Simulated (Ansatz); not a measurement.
# ZnO (P6_3mc): the host for defect calculations, part 2 of 2

Aim: the runs on the perfect crystal ZnO (P6_3mc) that a defect calculation needs first.

Ansatz 0.2.0; plane-wave PAW DFT, PBEsol; relaxation of the host's cell and atoms; PAW set soft_1 (the session's first sound run).

So far. Step 3 (Dielectric tensors of the host): The principal values of the electronic dielectric tensor are 5.30, 5.30 and 5.34. The principal values of the static dielectric tensor are 10.07, 10.07 and 10.93.

### 4. Defect free supercell relaxed in its symmetry

This cell, the one that will hold the defects, is built from the relaxed host. Its coarser k-points can move the atoms a little, so it is relaxed from the symmetric sites, as the reference for the test of stability.

This step: plane-wave PAW DFT, PBEsol; relaxation of the defect-free supercell in its symmetry; PAW set soft_1 (Ansatz 0.2.0).

System of this step: ZnO (P6_3mc). The cell holds 72 atoms: 36 Zn and 36 O. Its edges and angles: a = 9.694 Å, b = 9.694 Å, c = 10.430 Å, α = 90.0°, β = 90.0°, γ = 120.0°.

pristine.symmetric/input.yaml

```yaml
crystal:
  lattice:
    - [9.6936538659, 0.0, 0.0]
    - [-4.846826933, 8.3949505034, 0.0]
    - [0.0, 0.0, 10.4302284574]
  atoms:
    - { symbol: Zn, position: [0.2222222222, 0.1111111111, 0.250320658] }
    - { symbol: Zn, position: [0.1111111111, 0.2222222222, 0.000320658] }
    - { symbol: O, position: [0.2222222222, 0.1111111111, 0.439834342] }
    - { symbol: O, position: [0.1111111111, 0.2222222222, 0.189834342] }
    - { symbol: Zn, position: [0.2222222222, 0.1111111111, 0.750320658] }
    - { symbol: Zn, position: [0.1111111111, 0.2222222222, 0.500320658] }
    - { symbol: O, position: [0.2222222222, 0.1111111111, 0.939834342] }
    - { symbol: O, position: [0.1111111111, 0.2222222222, 0.689834342] }
    - { symbol: Zn, position: [0.2222222222, 0.4444444444, 0.250320658] }
    - { symbol: Zn, position: [0.1111111111, 0.5555555556, 0.000320658] }
    - { symbol: O, position: [0.2222222222, 0.4444444444, 0.439834342] }
    - { symbol: O, position: [0.1111111111, 0.5555555556, 0.189834342] }
    - { symbol: Zn, position: [0.2222222222, 0.4444444444, 0.750320658] }
    - { symbol: Zn, position: [0.1111111111, 0.5555555556, 0.500320658] }
    - { symbol: O, position: [0.2222222222, 0.4444444444, 0.939834342] }
    - { symbol: O, position: [0.1111111111, 0.5555555556, 0.689834342] }
    - { symbol: Zn, position: [0.2222222222, 0.7777777778, 0.250320658] }
    - { symbol: Zn, position: [0.1111111111, 0.8888888889, 0.000320658] }
    - { symbol: O, position: [0.2222222222, 0.7777777778, 0.439834342] }
    - { symbol: O, position: [0.1111111111, 0.8888888889, 0.189834342] }
    - { symbol: Zn, position: [0.2222222222, 0.7777777778, 0.750320658] }
    - { symbol: Zn, position: [0.1111111111, 0.8888888889, 0.500320658] }
    - { symbol: O, position: [0.2222222222, 0.7777777778, 0.939834342] }
    - { symbol: O, position: [0.1111111111, 0.8888888889, 0.689834342] }
    - { symbol: Zn, position: [0.5555555556, 0.1111111111, 0.250320658] }
    - { symbol: Zn, position: [0.4444444444, 0.2222222222, 0.000320658] }
    - { symbol: O, position: [0.5555555556, 0.1111111111, 0.439834342] }
    - { symbol: O, position: [0.4444444444, 0.2222222222, 0.189834342] }
    - { symbol: Zn, position: [0.5555555556, 0.1111111111, 0.750320658] }
    - { symbol: Zn, position: [0.4444444444, 0.2222222222, 0.500320658] }
    - { symbol: O, position: [0.5555555556, 0.1111111111, 0.939834342] }
    - { symbol: O, position: [0.4444444444, 0.2222222222, 0.689834342] }
    - { symbol: Zn, position: [0.5555555556, 0.4444444444, 0.250320658] }
    - { symbol: Zn, position: [0.4444444444, 0.5555555556, 0.000320658] }
    - { symbol: O, position: [0.5555555556, 0.4444444444, 0.439834342] }
    - { symbol: O, position: [0.4444444444, 0.5555555556, 0.189834342] }
    - { symbol: Zn, position: [0.5555555556, 0.4444444444, 0.750320658] }
    - { symbol: Zn, position: [0.4444444444, 0.5555555556, 0.500320658] }
    - { symbol: O, position: [0.5555555556, 0.4444444444, 0.939834342] }
    - { symbol: O, position: [0.4444444444, 0.5555555556, 0.689834342] }
    - { symbol: Zn, position: [0.5555555556, 0.7777777778, 0.250320658] }
    - { symbol: Zn, position: [0.4444444444, 0.8888888889, 0.000320658] }
    - { symbol: O, position: [0.5555555556, 0.7777777778, 0.439834342] }
    - { symbol: O, position: [0.4444444444, 0.8888888889, 0.189834342] }
    - { symbol: Zn, position: [0.5555555556, 0.7777777778, 0.750320658] }
    - { symbol: Zn, position: [0.4444444444, 0.8888888889, 0.500320658] }
    - { symbol: O, position: [0.5555555556, 0.7777777778, 0.939834342] }
    - { symbol: O, position: [0.4444444444, 0.8888888889, 0.689834342] }
    - { symbol: Zn, position: [0.8888888889, 0.1111111111, 0.250320658] }
    - { symbol: Zn, position: [0.7777777778, 0.2222222222, 0.000320658] }
    - { symbol: O, position: [0.8888888889, 0.1111111111, 0.439834342] }
    - { symbol: O, position: [0.7777777778, 0.2222222222, 0.189834342] }
    - { symbol: Zn, position: [0.8888888889, 0.1111111111, 0.750320658] }
    - { symbol: Zn, position: [0.7777777778, 0.2222222222, 0.500320658] }
    - { symbol: O, position: [0.8888888889, 0.1111111111, 0.939834342] }
    - { symbol: O, position: [0.7777777778, 0.2222222222, 0.689834342] }
    - { symbol: Zn, position: [0.8888888889, 0.4444444444, 0.250320658] }
    - { symbol: Zn, position: [0.7777777778, 0.5555555556, 0.000320658] }
    - { symbol: O, position: [0.8888888889, 0.4444444444, 0.439834342] }
    - { symbol: O, position: [0.7777777778, 0.5555555556, 0.189834342] }
    - { symbol: Zn, position: [0.8888888889, 0.4444444444, 0.750320658] }
    - { symbol: Zn, position: [0.7777777778, 0.5555555556, 0.500320658] }
    - { symbol: O, position: [0.8888888889, 0.4444444444, 0.939834342] }
    - { symbol: O, position: [0.7777777778, 0.5555555556, 0.689834342] }
    - { symbol: Zn, position: [0.8888888889, 0.7777777778, 0.250320658] }
    - { symbol: Zn, position: [0.7777777778, 0.8888888889, 0.000320658] }
    - { symbol: O, position: [0.8888888889, 0.7777777778, 0.439834342] }
    - { symbol: O, position: [0.7777777778, 0.8888888889, 0.189834342] }
    - { symbol: Zn, position: [0.8888888889, 0.7777777778, 0.750320658] }
    - { symbol: Zn, position: [0.7777777778, 0.8888888889, 0.500320658] }
    - { symbol: O, position: [0.8888888889, 0.7777777778, 0.939834342] }
    - { symbol: O, position: [0.7777777778, 0.8888888889, 0.689834342] }
basis:
  ecutwfc: 420
  xc_grid: 2
hamiltonian:
  xc: pbesol
  pseudopotentials: { kind: paw, azcp: { folder: soft_1 }, xc_functional: pbe }
kpoints:
  mp_grid: { grid: [1, 1, 1] }
scf:
  occupations: { method: fermi_dirac, width: 0.01 }
  max_iter: 100
  lower_state_search: "off"
output:
  forces: true
relax:
  f_tol: 0.015
  max_steps: 60
  escape_saddle: false
checkpoint:
  write: "../pristine.symmetric.run"
  compress: false
  write_wavefunctions: false
  write_every: 100000
```

Command:

```sh
$ ansatz run input.yaml --threads 32 --pin off --max-ram 84787MiB --backend cuda --events-out ev --progress --plain --runs-dir out --max-vram 78GiB
```

Numbers of over 12 decimals in the logs are rounded to 6 here.

Output:

```text
[...]
device memory: the entry about to start is reckoned to put 3.3 GiB on a device that reports 173.8 GiB free (of which the cap on the GPU budget leaves the run 78.0 GiB)
GPU FFT provider: cuFFT
GPU libraries: cuBLAS 13.8.1, cuFFT 12.4.0, cuSOLVER 12.3.2
GPU matrix products: emulated (plane waves: as basis.precision tells), large ones in fixed point in workspaces of 1.00 GiB
Crystal: 72 atoms, lattice volume = 848.788 Å³
Basis set: ecut = 420 eV, 16571 PW (Γ), exchange–correlation on 144×144×144 points (8 copies of the dense FFT grid, shifted against one another)
Bands: 396, of which v1, the nominal top of the filled ones, is band 324 counted from 1 (323 counted from 0)
Symmetry: 216 space group operations
[...]
k-points: 1
[...]
GPU buffer pool allocated for 373248 grid points (all kernels)
GPU transforms: local potential and band sums: pruned to the plane-wave sphere, on 72×72×72
[...]
SCF iter   1: F=—  HF=-138330.881839 eV  |Δ(HF+E_count)|=         —  Δρ=1.10e-1  dr2=5.41e1  Hψ=1569
[...]
SCF iter   9: F=-138314.356983 eV  HF=-138314.356983 eV  |Δ(HF+E_count)|=   6.68e-6  Δρ=4.02e-6  dr2=1.56e-7  Hψ=1048
SCF 1 converged in 9 iterations: F = -138314.356983 eV  dr2 = 1.56e-7
[...]
relax step   1: F+E_penalty+E_count = -138314.35698307 eV  Δ(F+E_penalty+E_count) = +0.000e0 eV  max|allowed force component| = 1.715e-2 eV/Å  Δτ_max = 0.0000 Å  (9 SCF iters, dr2 threshold 5.63e-6 eV, accepted)
[...]
SCF iter   3: F=-138314.357254 eV  HF=-138314.357254 eV  |Δ(HF+E_count)|=   8.96e-7  Δρ=3.64e-6  dr2=6.41e-8  Hψ=1655
SCF 2 converged in 3 iterations: F = -138314.357254 eV  dr2 = 6.41e-8
relax step   2: F+E_penalty+E_count = -138314.35725375 eV  Δ(F+E_penalty+E_count) = -2.707e-4 eV  max|allowed force component| = 1.417e-2 eV/Å  Δτ_max = 0.0002 Å  (3 SCF iters, accepted)
SCF converged after 3 iterations
Free energy (F): -138314.357254 eV
[...]
Internal energy: -138314.357254 eV  (E = F + TS)
E sigma→0 (E₀):  -138314.357254 eV
Fermi energy:    7.559630 eV
[...]
--- Forces (eV/Å), atoms counted from 1 ---
  atom   1  Zn     0.00000000     0.00000000     0.01418419
  atom   2  Zn     0.00000000     0.00000000     0.01418419
  atom   3  O     -0.00000000    -0.00000000    -0.01416275
  atom   4  O     -0.00000000    -0.00000000    -0.01416275
  atom   5  Zn     0.00000000    -0.00000000     0.01418419
  atom   6  Zn     0.00000000     0.00000000     0.01418419
  [... 66 more lines of this table ...]
  max |Σ_I F_I| component: 7.72e-4 eV/Å
--- Relaxed structure (2 steps of the walk, 2 accepted, 0 SCFs on fresh bases) ---
  F+E_penalty+E_count = -138314.35725375 eV   max|allowed force component| = 1.417e-2 eV/Å
  atoms:
    - { symbol: Zn, position: [0.222222, 0.111111, 0.250344] }
    - { symbol: Zn, position: [0.111111, 0.222222, 0.000344] }
    - { symbol: O, position: [0.222222, 0.111111, 0.439811] }
    - { symbol: O, position: [0.111111, 0.222222, 0.189811] }
    - { symbol: Zn, position: [0.222222, 0.111111, 0.750344] }
    - { symbol: Zn, position: [0.111111, 0.222222, 0.500344] }
  [... 66 more lines of this table ...]
```

Elapsed: 2.3 s, on 1 × NVIDIA GB200 with 32 threads of Arm Neoverse V2, shared host; peak memory 1.1 GiB; 5 s of CPU time.

No atom moved by 0.005 Å in the relaxation.

### 5. Defect free supercell relaxed from displaced atoms

This step: plane-wave PAW DFT, PBEsol; relaxation of the defect-free supercell from random displacements, a test of the host's stability; PAW set soft_1 (Ansatz 0.2.0).

pristine.rattled/input.yaml, as its differences from pristine.symmetric/input.yaml of step 4:

```diff
@@ -94,6 +94,6 @@
   f_tol: 0.015
-  max_steps: 60
-  escape_saddle: false
+  max_steps: 120
+  random_displacement: { amplitude: 0.06, seed: 3329 }
 checkpoint:
-  write: "../pristine.symmetric.run"
+  write: "../pristine.rattled.run"
   compress: false
```

Output:

```text
[...]
GPU FFT provider: cuFFT
GPU libraries: cuBLAS 13.8.1, cuFFT 12.4.0, cuSOLVER 12.3.2
[...]
Crystal: 72 atoms, lattice volume = 848.788 Å³
Basis set: ecut = 420 eV, 16571 PW (Γ), exchange–correlation on 144×144×144 points (8 copies of the dense FFT grid, shifted against one another)
Bands: 396, of which v1, the nominal top of the filled ones, is band 324 counted from 1 (323 counted from 0)
Symmetry: 1 space group operations
k-points: 1
[...]
GPU buffer pool allocated for 373248 grid points (all kernels)
[...]
SCF iter   1: F=—  HF=-138329.465146 eV  |Δ(HF+E_count)|=         —  Δρ=1.10e-1  dr2=5.39e1  Hψ=1570
[...]
SCF iter  10: F=-138313.059950 eV  HF=-138313.059950 eV  |Δ(HF+E_count)|=   1.78e-6  Δρ=8.11e-6  dr2=6.46e-7  Hψ=1065
SCF 1 converged in 10 iterations: F = -138313.059950 eV  dr2 = 6.46e-7
[...]
relax step   1: F+E_penalty+E_count = -138313.05994984 eV  Δ(F+E_penalty+E_count) = +0.000e0 eV  max|allowed force component| = 1.281e0 eV/Å  Δτ_max = 0.0000 Å  (10 SCF iters, dr2 threshold 5.63e-6 eV, accepted)
[...]
relax step   2: F+E_penalty+E_count = -138313.80710345 eV  Δ(F+E_penalty+E_count) = -7.472e-1 eV  max|allowed force component| = 8.164e-1 eV/Å  Δτ_max = 0.0370 Å  (6 SCF iters, dr2 threshold 1.00e-4 eV, accepted)
relax step   3: F+E_penalty+E_count = -138314.35764964 eV  Δ(F+E_penalty+E_count) = -5.505e-1 eV  max|allowed force component| = 6.930e-3 eV/Å  Δτ_max = 0.0552 Å  (7 SCF iters, dr2 threshold 4.17e-5 eV, accepted)
[...]
SCF iter   4: F=-138314.357653 eV  HF=-138314.357653 eV  |Δ(HF+E_count)|=   1.53e-7  Δρ=3.31e-6  dr2=5.69e-8  Hψ=1394
SCF 4 converged in 4 iterations: F = -138314.357653 eV  dr2 = 5.69e-8
relax step   4: F+E_penalty+E_count = -138314.35765289 eV  Δ(F+E_penalty+E_count) = -3.251e-6 eV  max|allowed force component| = 7.068e-3 eV/Å  Δτ_max = 0.0000 Å  (4 SCF iters, accepted)
SCF converged after 4 iterations
Free energy (F): -138314.357653 eV
[...]
Internal energy: -138314.357653 eV  (E = F + TS)
E sigma→0 (E₀):  -138314.357653 eV
Fermi energy:    7.558996 eV
[...]
--- Forces (eV/Å), atoms counted from 1 ---
  atom   1  Zn    -0.00298866    -0.00706977    -0.00078305
  atom   2  Zn    -0.00157660     0.00060944    -0.00170849
  atom   3  O      0.00270427    -0.00005814     0.00122434
  atom   4  O     -0.00271747    -0.00190003    -0.00157814
  atom   5  Zn    -0.00218335     0.00143545     0.00021529
  atom   6  Zn    -0.00005875    -0.00030082     0.00467099
  [... 66 more lines of this table ...]
  max |Σ_I F_I| component: 2.66e-4 eV/Å
--- Relaxed structure (4 steps of the walk, 4 accepted, 0 SCFs on fresh bases) ---
  F+E_penalty+E_count = -138314.35765289 eV   max|allowed force component| = 7.068e-3 eV/Å
  atoms:
    - { symbol: Zn, position: [0.221763, 0.111452, 0.250394] }
    - { symbol: Zn, position: [0.110658, 0.222433, 0.000617] }
    - { symbol: O, position: [0.221588, 0.111373, 0.439643] }
    - { symbol: O, position: [0.110566, 0.222554, 0.189843] }
    - { symbol: Zn, position: [0.221797, 0.111347, 0.750506] }
    - { symbol: Zn, position: [0.110422, 0.222442, 0.500270] }
  [... 66 more lines of this table ...]
```

The job ended after 3.1 s (1 × NVIDIA GB200 with 32 threads; peak memory 1.1 GiB; 8.5 s of CPU time).

Step by step:

| step | energy less that of the first step (eV) | largest force component (eV/Å) |
| --- | --- | --- |
| 1 | 0.0000 | 1.2812 |
| 2 | -0.7472 | 0.8164 |
| 3 | -1.2977 | 0.0069 |
| 4 | -1.2977 | 0.0071 |

The relaxation ends 18 meV an atom lower than the displaced start, with a largest force component of 0.0071 eV/Å.

### 6. Host on a dense mesh

This step: plane-wave PAW DFT, PBEsol; single point of the defect-free host, a test of the k-point sampling; PAW set soft_1 (Ansatz 0.2.0).

System of this step: ZnO (P6_3mc). It takes space group P6_3mc (No. 186, hexagonal). Conventional cell: a = 3.231 Å, b = 3.231 Å, c = 5.215 Å, α = 90.00°, β = 90.00°, γ = 120.00°. Zn has 4 O at 1.97 to 1.98 Å nearest. Nearest to O lie 4 Zn at 1.97 to 1.98 Å. Farther neighbours and most contacts between anions are not listed.

dense/input.yaml

```yaml
crystal:
  lattice:
    - [3.2312179553, 0.0, 0.0]
    - [-1.6156089777, 2.7983168345, 0.0]
    - [0.0, 0.0, 5.2151142287]
  atoms:
    - { symbol: Zn, position: [0.6666666667, 0.3333333333, 0.5006413159] }
    - { symbol: Zn, position: [0.3333333333, 0.6666666667, 0.0006413159] }
    - { symbol: O, position: [0.6666666667, 0.3333333333, 0.8796686841] }
    - { symbol: O, position: [0.3333333333, 0.6666666667, 0.3796686841] }
basis:
  ecutwfc: 420
  xc_grid: 2
hamiltonian:
  xc: pbesol
  pseudopotentials: { kind: paw, azcp: { folder: soft_1 }, xc_functional: pbe }
kpoints:
  mp_grid: { grid: [10, 10, 6] }
scf:
  occupations: { method: fermi_dirac, width: 0.01 }
  max_iter: 100
  lower_state_search: "off"
checkpoint:
  write: "../dense.run"
  compress: false
  write_wavefunctions: false
  write_every: 100000
```

Output:

```text
[...]
GPU FFT provider: cuFFT
GPU libraries: cuBLAS 13.8.1, cuFFT 12.4.0, cuSOLVER 12.3.2
[...]
Crystal: 4 atoms, lattice volume = 47.155 Å³
Basis set: ecut = 420 eV, 941 PW (Γ), exchange–correlation on 48×48×72 points (8 copies of the dense FFT grid, shifted against one another)
Bands: 22, of which v1, the nominal top of the filled ones, is band 18 counted from 1 (17 counted from 0)
Symmetry: 12 space group operations
[...]
k-points: 56 of 600 (time reversal used)
[...]
GPU buffer pool allocated for 20736 grid points (all kernels)
[...]
SCF iter   1: F=—  HF=-7685.182068 eV  |Δ(HF+E_count)|=         —  Δρ=1.10e-1  dr2=3.02e0  Hψ=5994
[...]
SCF iter   9: F=-7684.262004 eV  HF=-7684.262004 eV  |Δ(HF+E_count)|=   2.73e-7  Δρ=3.82e-6  dr2=8.23e-9  Hψ=2568
SCF 1 converged in 9 iterations: F = -7684.262004 eV  dr2 = 8.23e-9
[...]
SCF converged after 9 iterations
Free energy (F): -7684.262004 eV
[...]
Internal energy: -7684.262004 eV  (E = F + TS)
E sigma→0 (E₀):  -7684.262004 eV
Fermi energy:    7.520746 eV
[...]
```

Elapsed: 1.2 s, on 1 × NVIDIA GB200 with 32 threads; peak memory 0.93 GiB.

### 7. Defect free supercell at the zone centre

The supercell is run at the zone centre, to see how far that sampling misses the dense mesh.

System of this step: ZnO (P6_3mc). The cell holds 72 atoms: 36 Zn and 36 O. Its edges and angles: a = 9.694 Å, b = 9.694 Å, c = 10.430 Å, α = 90.0°, β = 90.0°, γ = 120.0°.

pristine.sampling_gamma/input.yaml, as its differences from pristine.rattled/input.yaml of step 5:

```diff
@@ -90,10 +90,4 @@
   lower_state_search: "off"
-output:
-  forces: true
-relax:
-  f_tol: 0.015
-  max_steps: 120
-  random_displacement: { amplitude: 0.06, seed: 3329 }
 checkpoint:
-  write: "../pristine.rattled.run"
+  write: "../pristine.sampling_gamma.run"
   compress: false
```

Output:

```text
[...]
GPU FFT provider: cuFFT
GPU libraries: cuBLAS 13.8.1, cuFFT 12.4.0, cuSOLVER 12.3.2
[...]
Crystal: 72 atoms, lattice volume = 848.788 Å³
Basis set: ecut = 420 eV, 16571 PW (Γ), exchange–correlation on 144×144×144 points (8 copies of the dense FFT grid, shifted against one another)
Bands: 396, of which v1, the nominal top of the filled ones, is band 324 counted from 1 (323 counted from 0)
Symmetry: 216 space group operations
[...]
k-points: 1
[...]
GPU buffer pool allocated for 373248 grid points (all kernels)
[...]
SCF iter   1: F=—  HF=-138330.881811 eV  |Δ(HF+E_count)|=         —  Δρ=1.10e-1  dr2=5.41e1  Hψ=1569
[...]
SCF iter   5: F=—  HF=-138314.348257 eV  |Δ(HF+E_count)|=   1.32e-1  Δρ=1.75e-3  dr2=3.62e-2  Hψ=643
automatic band count: iteration 5 solves 375 bands in place of 396: the levels show a gap, and the empty bands left out lie too high to hold charge; the band table lists the bands solved (type scf.n_extra_bands for more)
SCF iter   6: F=—  HF=-138314.352042 eV  |Δ(HF+E_count)|=   3.78e-3  Δρ=7.40e-4  dr2=3.31e-3  Hψ=657
[...]
SCF iter  10: F=-138314.356983 eV  HF=-138314.356983 eV  |Δ(HF+E_count)|=   1.38e-7  Δρ=9.96e-7  dr2=7.12e-9  Hψ=703
SCF 1 converged in 10 iterations: F = -138314.356983 eV  dr2 = 7.12e-9
[...]
SCF converged after 10 iterations
Free energy (F): -138314.356983 eV
[...]
Internal energy: -138314.356983 eV  (E = F + TS)
E sigma→0 (E₀):  -138314.356983 eV
Fermi energy:    7.559743 eV
[...]
```

Elapsed: 1.6 s, on 1 × NVIDIA GB200 with 32 threads; peak memory 0.95 GiB.

### 8. Defect free supercell at the quarter point

The supercell is run at one point off the zone centre, to see how far that sampling misses the dense mesh.

pristine.sampling_quarter/input.yaml, as its differences from pristine.sampling_gamma/input.yaml of step 7:

```diff
@@ -85,3 +85,3 @@
 kpoints:
-  mp_grid: { grid: [1, 1, 1] }
+  mp_grid: { grid: [1, 1, 1], shift: [0.25, 0.25, 0.25] }
 scf:
@@ -91,3 +91,3 @@
 checkpoint:
-  write: "../pristine.sampling_gamma.run"
+  write: "../pristine.sampling_quarter.run"
   compress: false
```

Output:

```text
[...]
GPU FFT provider: cuFFT
GPU libraries: cuBLAS 13.8.1, cuFFT 12.4.0, cuSOLVER 12.3.2
[...]
Crystal: 72 atoms, lattice volume = 848.788 Å³
Basis set: ecut = 420 eV, 16571 PW (Γ), exchange–correlation on 144×144×144 points (8 copies of the dense FFT grid, shifted against one another)
Bands: 396, of which v1, the nominal top of the filled ones, is band 324 counted from 1 (323 counted from 0)
Symmetry: 36 space group operations
k-points: 1
[...]
GPU buffer pool allocated for 373248 grid points (all kernels)
[...]
SCF iter   1: F=—  HF=-138334.008779 eV  |Δ(HF+E_count)|=         —  Δρ=1.10e-1  dr2=5.47e1  Hψ=1687
[...]
SCF iter  10: F=-138317.349004 eV  HF=-138317.349004 eV  |Δ(HF+E_count)|=   9.35e-8  Δρ=7.11e-7  dr2=4.81e-9  Hψ=703
SCF 1 converged in 10 iterations: F = -138317.349004 eV  dr2 = 4.81e-9
[...]
SCF converged after 10 iterations
Free energy (F): -138317.349004 eV
[...]
Internal energy: -138317.349004 eV  (E = F + TS)
E sigma→0 (E₀):  -138317.349004 eV
Fermi energy:    8.121084 eV
[...]
```

Wall time 1.8 s (1 × NVIDIA GB200 with 32 threads); peak memory 1.1 GiB.

### 9. Summary of results

- primitive cell vectors, lengths: 3.231, 3.231, 5.215 Å
- electronic dielectric constant: principal values (5.30, 5.30, 5.34)
- static dielectric constant: principal values (10.07, 10.07, 10.93)
- gap on the k-mesh of the response run (PBEsol): 0.70 eV
- supercell relaxed in its symmetry less the displaced and relaxed one: 0.000 eV
- energy an atom at the zone centre alone less that on the dense mesh: 0.033 eV
- energy an atom at one point at (¼, ¼, ¼) less that on the dense mesh: -0.009 eV

In words: Step 5: The energy fell by 1.298 eV from the randomly displaced start; the atoms end within 0.005 Å of the sites as typed, once the mean shift is taken out. The displaced cell ends within 0.01 eV of the symmetric one relaxed in its symmetry, so no lower structure shows in this supercell. The k-mesh can miss the band edges, so this gap is an upper bound at this level. All at zero temperature.

[Logs are printed without paths, hosts, clocks, repeated set-up lines and the standing remarks that a program may print on its own settings, such as how far it seeks lower states.]

[Hosts, paths, dates, database ids (printed as entryN), source tags and the programs' standing remarks are cut or masked in the printed files.]

[Runs of the host that timed out are not shown.]

[For some hosts the program warned that the k-mesh of the response run may be too coarse for force constants and the static dielectric constant; such warnings are not always shown.]

[The program warned that the k-mesh of a response run behind this text may be too coarse: force constants, and the static dielectric constant and all else formed from them, are not shown converged.]
